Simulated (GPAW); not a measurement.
# CdS (Greenockite) (P6_3mc) in GPAW: further runs

The runs below take CdS (Greenockite) through band structure, equation of state, with SOGGA, PBE, C09-vdW.

Everything below comes from runs of GPAW 26.7.0. Logs are shortened: lines on timing, memory, paths and dates and some standing lists are left out, and cuts for length are marked. The log counts tension as positive stress, the text compression.

**Experimental background.**

From “Isotope dependence of band-gap energy”, 2008, arxiv:0807.2152, for a bulk crystal of CdS: band gap 2.5809 ± 0.0002 eV.

How close the calculation comes is told below.

## Step 1: The structure

Symmetry: P6_3mc, No. 186, hexagonal system. Conventional cell: a = 4.150 Å, b = 4.150 Å, c = 6.737 Å, α = 90.00°, β = 90.00°, γ = 120.00°. Cd (site symmetry 3m) has 4 S at 2.53 to 2.54 Å as nearest neighbours. S (site symmetry 3m) has 4 Cd at 2.53 to 2.54 Å as nearest neighbours.

## Step 2: Band structure, SOGGA, spin-orbit coupling, no magnetisation

Contents of run.py:

```python
import numpy as np
from ase.dft.bandgap import bandgap
from ase.io import read, write
from ase.units import GPa
from gpaw import GPAW, PW, setup_paths
from gpaw.spinorbit import soc_eigenstates

setup_paths.insert(0, '.')

atoms = read('POSCAR')

calc = GPAW(mode=PW(600),
            xc='GGA_X_SOGGA+GGA_C_PBE_SOL',
            kpts={'size': (5, 5, 3), 'gamma': True},
            occupations={'name': 'fermi-dirac', 'width': 0.05},
            nbands=31,
            convergence={'density': 1e-05, 'energy': 1e-05},
            maxiter=150,
            txt='gpaw.txt')
atoms.calc = calc
energy = atoms.get_potential_energy()
forces = atoms.get_forces()
stress = atoms.get_stress()
calc.write('gs.gpw')
write('result.traj', atoms)
print(f'Energy: {energy:.6f} eV')
print('Forces (eV/A):')
print(forces.round(4))
print('Stress (GPa):', (stress / GPa).round(3))
print('Fermi level:', round(calc.get_fermi_level(), 4), 'eV')
print(f'Gap: {bandgap(calc)[0]:.4f} eV, direct: {bandgap(calc, direct=True)[0]:.4f} eV')

path = atoms.cell.bandpath('GMKGALHA,LM,KH', npoints=60, eps=1e-4)
bs_calc = calc.fixed_density(kpts=path, symmetry='off', nbands=51,
                             convergence={'bands': 'CBM+6.0', 'eigenstates': 1e-6}, txt='bands.txt')
bs = bs_calc.band_structure()
bs.write('bs.json')
print(f'Gap on the path: {bandgap(bs_calc)[0]:.4f} eV')

soc = soc_eigenstates(bs_calc, theta=0, phi=0)
np.savetxt('soc_bands.dat', soc.eigenvalues(), fmt='%.4f')
mesh = soc_eigenstates('gs.gpw', theta=0, phi=0)
np.savetxt('soc_mesh.dat', mesh.eigenvalues(), fmt='%.4f')
print('Fermi level with spin-orbit coupling:', round(mesh.fermi_level, 4), 'eV')
```

Contents of POSCAR:

```
CdS
1.0
    4.1500000000      0.0000000000      0.0000000000
   -2.0750000000      3.5940054257      0.0000000000
    0.0000000000      0.0000000000      6.7370000000
Cd S
2 2
Direct
    0.6666666667      0.3333333333      0.5000000000
    0.3333333333      0.6666666667      0.0000000000
    0.6666666667      0.3333333333      0.8750000000
    0.3333333333      0.6666666667      0.3750000000
```

Potentials or basis: PAW data sets generated in the run's folder for this functional, pw.

Started as:

```console
$ gpaw-setup -f GGA_X_SOGGA+GGA_C_PBE_SOL Cd S
$ OMP_NUM_THREADS=1 python run.py
```

gpaw.txt:

```text
__  _  _
 | _ |_)|_||  |
 |__||  | ||/\| - 26.7.0

Input parameters:
  mode=PW(ecut=600.0),
  convergence={'density': 1e-05, 'energy': 1e-05},
  kpts=MonkhorstPack(size=(5, 5, 3), gamma=True),
  maxiter=150,
  nbands=31,
  occupations=Occupations(name='fermi-dirac', width=0.05),
  xc=XC(name='GGA_X_SOGGA+GGA_C_PBE_SOL')

Diagonalizing LCAO Hamiltonian
Converting LCAO to pw mode

            S

            Cd
        S

        Cd

Atoms  # Å, Bohr magnetons
|   | symbol |         x |        y |        z |    initial magnetic moments |
|---|--------|-----------|----------|----------|-----------------------------|
| 0 |     Cd |  2.075000 | 1.198002 | 3.368500 | ( 0.0000,  0.0000,  0.0000) |
| 1 |     Cd | -0.000000 | 2.396004 | 0.000000 | ( 0.0000,  0.0000,  0.0000) |
| 2 |      S |  2.075000 | 1.198002 | 5.894875 | ( 0.0000,  0.0000,  0.0000) |
| 3 |      S | -0.000000 | 2.396004 | 2.526375 | ( 0.0000,  0.0000,  0.0000) |

Unit cell  # Å
| periodic |         x |        y |        z |  lengths |     angles |
|----------|-----------|----------|----------|----------|------------|
|      yes |  4.150000 | 0.000000 | 0.000000 | 4.150000 |  90.000000 |
|      yes | -2.075000 | 3.594005 | 0.000000 | 4.150000 |  90.000000 |
|      yes |  0.000000 | 0.000000 | 6.737000 | 6.737000 | 120.000000 |

Number of symmetries: 6
Symmetry operations  # r_c * U_cc + t_c -> r_c
|   | kind |            matrix            |
|---|------|------------------------------|
| 0 |  σ   |  1, 1, 0,  0,-1, 0,  0, 0, 1 |
| 1 |  E   |  1, 0, 0,  0, 1, 0,  0, 0, 1 |
| 2 |  C3  |  0, 1, 0, -1,-1, 0,  0, 0, 1 |
| 3 |  σ   |  0,-1, 0, -1, 0, 0,  0, 0, 1 |
| 4 |  σ   | -1, 0, 0,  1, 1, 0,  0, 0, 1 |
| 5 |  C3  | -1,-1, 0,  1, 0, 0,  0, 0, 1 |

BZ-sampling:
  Number of BZ points: 75
  Number of IBZ points: 12

  Monkhorst-Pack size: [5, 5, 3]
  Monkhorst-Pack shift: [0, 0, 0]

K-points  # in reciprocal-cell coordinates
|     |                                coordinates |     weight |
|-----|--------------------------------------------|------------|
|   0 | (  0.00000000,   0.00000000,   0.00000000) | 0.01333333 |
|   1 | (  0.00000000,   0.00000000,   0.33333333) | 0.02666667 |
|   2 | (  0.20000000,   0.00000000,  -0.33333333) | 0.08000000 |
|   3 | (  0.20000000,   0.00000000,   0.00000000) | 0.08000000 |
|   4 | (  0.20000000,   0.00000000,   0.33333333) | 0.08000000 |
|   5 | (  0.40000000,  -0.20000000,   0.00000000) | 0.08000000 |
|   6 | (  0.40000000,  -0.20000000,   0.33333333) | 0.16000000 |
|   7 | (  0.40000000,   0.00000000,  -0.33333333) | 0.08000000 |
|   8 | (  0.40000000,   0.00000000,   0.00000000) | 0.08000000 |
|   9 | (  0.40000000,   0.00000000,   0.33333333) | 0.08000000 |
| ... |                                            |            |
|  11 | (  0.40000000,   0.40000000,   0.33333333) | 0.16000000 |

Plane wave coefficients: 3372
Cutoff: 600.0 eV

Spin-components: 1 (collinear spins)
Bands:           31
Projectors:      22
Spin-degeneracy: 2
Datatype:        complex128

Parallelization:
  kpt:    1
  domain: 1
  band:   1

Density:
  Valence electrons: 36.0
  Components: 1
  Grid points: [24 24 40]
  Charge: 0.0  # |e|

Potential:
  Grid points: [24 24 40]

species:
  Cd:
    name:    Cadmium
    Z:       48.0
    valence: 12
    core:    36
    charge:  0.0  # [|e|]
    compensation charges:
      type: gauss
      rc: 0.38  # [Å]
      lmax: 2
    cutoffs:
      filter: 2.12  # [Å]
      core: 2.62  # [Å]
    projectors
    | kind |    occ | energy [eV] | rcut [Å] |
    |------|--------|-------------|----------|
    |   5s |  2.000 |      -5.710 |    1.191 |
    |   5p |  0.000 |      -1.163 |    1.228 |
    |   4d | 10.000 |     -11.746 |    1.164 |
    |    s |        |      21.501 |    1.191 |
    |    p |        |      26.048 |    1.228 |
    |    d |        |      15.465 |    1.164 |

    Using partial waves for Cd as LCAO basis

  S:
    name:    Sulfur
    Z:       16.0
    valence: 6
    core:    10
    charge:  0.0  # [|e|]
    compensation charges:
      type: gauss
      rc: 0.24  # [Å]
      lmax: 2
    cutoffs:
      filter: 1.77  # [Å]
      core: 1.66  # [Å]
    projectors
    | kind |    occ | energy [eV] | rcut [Å] |
    |------|--------|-------------|----------|
    |   3s |  2.000 |     -17.201 |    0.974 |
    |   3p |  4.000 |      -6.987 |    0.979 |
    |    s |        |      10.010 |    0.974 |
    |    p |        |      20.224 |    0.979 |
    |    d |        |       0.000 |    0.900 |

    Using partial waves for S as LCAO basis

Reference energy: -325883.403766  # eV

eigensolver:
  PPCG
  Converge bands: occupied
  niter=2

density mixing:
  MSR1-Mixer
  Pratt-step length: 0.05
  Maximum mixing coefficient: 0.75
  Old densities: 10
  SVD Regularization: 0.005
  Good broyden scale: 1.0
  Trust region scale: 1.0
  Backstep threshold: 4.0
  History deletion threshold: 6.0
  Fourier metric: weight=20.0, sigma=0.015

occupation numbers:
  Fermi-Dirac:
    width: 0.0500  # eV

poisson solver:
  ecut: 4800.0  # eV

xc functional:
  name: GGA_X_SOGGA+GGA_C_PBE_SOL with 2 nearest neighbor stencil

convergence criteria:
- Maximum integral of absolute [dens]ity change: 1e-05 electrons / valence electron
- Maximum [total energy] change in last 3 cyles: 1e-05 eV / valence electron
- Maximum integral of absolute [eigenst]ate change: 4e-08 eV^2 / valence electron
maximum number of iterations: 150

SCF iterations
|iter     | |      energy | eigst |  dens |
|---------|-|-------------|-------|-------|
|iter:   1| |  -15.178916 | -0.39 |       |
|iter:   2| |  -14.971462 | -2.10 | -1.14 |
|iter:   3| |  -14.230184 | -1.41 | -1.19 |
|iter:   4| |  -14.219909 | -3.30 | -1.73 |
|iter:   5| |  -14.217769 | -3.67 | -2.18 |
|iter:   6| |  -14.217802 | -5.08 | -2.91 |
|iter:   7| |  -14.217809c| -6.41 | -3.52 |
|iter:   8| |  -14.217809c| -7.34 | -4.46 |
|iter:   9| |  -14.217809c| -7.63c| -4.72 |
|iter:  10| |  -14.217809c| -7.95c| -5.35c|

Converged in 10 steps
Energy contributions relative to reference atoms: (reference = -325883.403766)

Energy contributions:
  Kinetic:          30.480574
  Coulomb:         -27.944381
  Zero:              0.287555
  External:          0.000000
  Xc:              -17.041557
  Entropy:          -0.000002
  Spinorbit:         0.000000
  ----------------------------
  Free energy:     -14.217810
  Extrapolated:    -14.217809

dipole moment: (-0.000010, -0.000016, -19.028236)  # |e|*Ang

Fermi level: 3.889
Eigenvalues  # (at kpt = [0.000, 0.000, 0.000])
| band index |      eig [eV] | occ [0-2] |
|------------|---------------|-----------|
|          0 |        -8.972 |     2.000 |
|        ... |               |           |
|         10 |        -3.763 |     2.000 |
|         11 |        -3.429 |     2.000 |
|         12 |        -1.071 |     2.000 |
|         13 |         2.577 |     2.000 |
|         14 |         2.577 |     2.000 |
|         15 |         3.308 |     2.000 |
[... 8 lines left out ...]
|         24 |        10.780 |     0.000 |
|         25 |        10.859 |     0.000 |
|        ... |               |           |
|         30 |        14.760 |     0.000 |

Gap: 1.023 eV
Transition (v -> c):
  (s=0, k=0, n=17, [0.00, 0.00, 0.00]) -> (s=0, k=0, n=18, [0.00, 0.00, 0.00])
No difference between direct/indirect transitions

Forces  # eV/Ang
|        x |       y |        z |
|----------|---------|----------|
| -0.00000 | 0.00000 | -0.06187 |  # Cd   0
| -0.00000 | 0.00000 | -0.06132 |  # Cd   1
|  0.00000 | 0.00000 |  0.06190 |  # S    2
|  0.00000 | 0.00000 |  0.06136 |  # S    3

Stress tensor  # eV/Ang^3
|         x |         y |         z |
|-----------|-----------|-----------|
|  0.009300 |  0.000000 | -0.000000 |
|  0.000000 |  0.009300 | -0.000000 |
| -0.000000 | -0.000000 |  0.006029 |

# Writing to gs.gpw (mode='')
```

Wall time 2.1 min (1 thread of Intel Xeon Platinum 8259CL at 2.50GHz (Skylake/Cascade Lake), shared host); peak memory 0.47 GiB.

What came out:

```yaml
Free_energy: -14.2178 eV
Pressure: -1.3 GPa
Largest_force: 0.062 eV/Å
Band_gap_on_the_k_mesh: 1.01 eV, direct
Band_gap_along_the_path: 1.01 eV, direct
```

Forces on the atoms (eV/Å):
```
Cd   0.000  0.000 -0.062
Cd   0.000  0.000 -0.061
S    0.000  0.000  0.062
S    0.000  0.000  0.061
```

Levels at the corners of the path, in eV from the valence-band top:
| point | band 32 | band 33 | band 34 | band 35 | band 36 | band 37 | band 38 | band 39 | band 40 | band 41 |
| --- | --- | --- | --- | --- | --- | --- | --- | --- | --- | --- |
| Γ | -0.07 | -0.02 | -0.02 | 0.00 | 0.00 | 1.01 | 1.01 | 2.62 | 2.62 | 6.06 |
| M | -1.91 | -1.34 | -1.34 | -0.76 | -0.76 | 3.55 | 3.55 | 3.72 | 3.72 | 4.94 |
| K | -1.89 | -1.89 | -1.85 | -1.65 | -1.65 | 4.46 | 4.46 | 4.93 | 4.97 | 4.98 |
| Γ | -0.07 | -0.02 | -0.02 | 0.00 | 0.00 | 1.01 | 1.01 | 2.62 | 2.62 | 6.06 |
| A | -0.44 | -0.40 | -0.40 | -0.40 | -0.40 | 2.68 | 2.68 | 2.68 | 2.68 | 5.97 |
| L | -1.38 | -1.35 | -1.35 | -1.35 | -1.35 | 3.30 | 3.30 | 3.30 | 3.30 | 5.23 |
| H | -2.44 | -1.15 | -1.15 | -1.14 | -1.14 | 4.21 | 4.21 | 4.26 | 4.26 | 5.87 |
| A | -0.44 | -0.40 | -0.40 | -0.40 | -0.40 | 2.68 | 2.68 | 2.68 | 2.68 | 5.97 |
| L | -1.38 | -1.35 | -1.35 | -1.35 | -1.35 | 3.30 | 3.30 | 3.30 | 3.30 | 5.23 |
| M | -1.91 | -1.34 | -1.34 | -0.76 | -0.76 | 3.55 | 3.55 | 3.72 | 3.72 | 4.94 |
| K | -1.89 | -1.89 | -1.85 | -1.65 | -1.65 | 4.46 | 4.46 | 4.93 | 4.97 | 4.98 |
| H | -2.44 | -1.15 | -1.15 | -1.14 | -1.14 | 4.21 | 4.21 | 4.26 | 4.26 | 5.87 |

Caveat: spin-orbit coupling was added after a scalar SCF, so levels and gaps hold it while energy, forces, pressure and moments don't; this program's spin-orbit splittings come out too wide for heavy elements.

## Step 3: Equation of state, PBE

Contents of run.py:

```python
from ase.eos import EquationOfState
from ase.io import Trajectory, read
from ase.units import GPa
from gpaw import GPAW, PW, setup_paths

setup_paths.insert(0, '.')

atoms = read('CdS.cif')

traj = Trajectory('eos.traj', 'w')
volumes, energies = [], []
for x in [0.94, 0.96, 0.98, 1.0, 1.02, 1.04, 1.06]:
    a = atoms.copy()
    a.set_cell(atoms.cell * x**(1 / 3), scale_atoms=True)
    calc = GPAW(mode=PW(600),
                xc='PBE',
                kpts={'size': (5, 5, 3), 'gamma': True},
                occupations={'name': 'fermi-dirac', 'width': 0.05},
                nbands=31,
                convergence={'density': 1e-05, 'energy': 1e-05},
                maxiter=150,
                txt=f'eos-{x:.2f}.txt')
    a.calc = calc
    energies.append(a.get_potential_energy(force_consistent=True))
    volumes.append(a.get_volume())
    p = -a.get_stress()[:3].mean() / GPa
    calc.write(f'eos-{x:.2f}.gpw')
    traj.write(a)
    print(f'{x:.2f} {volumes[-1]:10.4f} A^3 {energies[-1]:14.6f} eV {p:9.3f} GPa', flush=True)

v0, e0, B = EquationOfState(volumes, energies, eos='birchmurnaghan').fit()
print(f'V0 = {v0:.4f} A^3, E0 = {e0:.6f} eV, B0 = {B / GPa:.2f} GPa')
```

Contents of CdS.cif:

```cif
data_CdS
_cell_length_a 4.15000000
_cell_length_b 4.15000000
_cell_length_c 6.73700000
_cell_angle_alpha 90.00000000
_cell_angle_beta 90.00000000
_cell_angle_gamma 120.00000000
_space_group_name_H-M_alt 'P1'
_space_group_name_Hall 'P 1'
_space_group_IT_number 1
loop_
_space_group_symop_operation_xyz
'x,y,z'
loop_
_atom_site_label
_atom_site_type_symbol
_atom_site_symmetry_multiplicity
_atom_site_Wyckoff_symbol
_atom_site_fract_x
_atom_site_fract_y
_atom_site_fract_z
_atom_site_occupancy
Cd1 Cd 1 a 0.6666666667 0.3333333333 0.5000000000 1
Cd2 Cd 1 a 0.3333333333 0.6666666667 0.0000000000 1
S1 S 1 a 0.6666666667 0.3333333333 0.8750000000 1
S2 S 1 a 0.3333333333 0.6666666667 0.3750000000 1
```

Potentials or basis: PAW data sets generated in the run's folder for this functional, pw.

Started as:

```console
$ gpaw-setup -f PBE Cd S
$ OMP_NUM_THREADS=1 python run.py
```

Run time: 2.7 min. Hardware: 1 thread of Intel Xeon Platinum 8259CL at 2.50GHz (Skylake/Cascade Lake), shared host; peak memory 0.34 GiB.

The run converged. Its results:

```yaml
Equilibrium_volume: 25.95 Å³/atom
Bulk_modulus_at_fixed_shape_and_positions: 54 GPa
Pressure_derivative_of_the_bulk_modulus: 4.5
```

Energy against volume, from the lowest point:
```csv
volume (Å³/atom),energy (meV/atom)
23.614,41.93
24.116,24.77
24.618,12.47
25.121,4.54
25.623,0.51
26.126,0.00
26.628,2.64
```

Caveat: the cell was scaled at fixed shape and fractional positions, which overstates the stiffness of a crystal with free parameters, most of all of layers and chains.

[end of part 1 of 2]
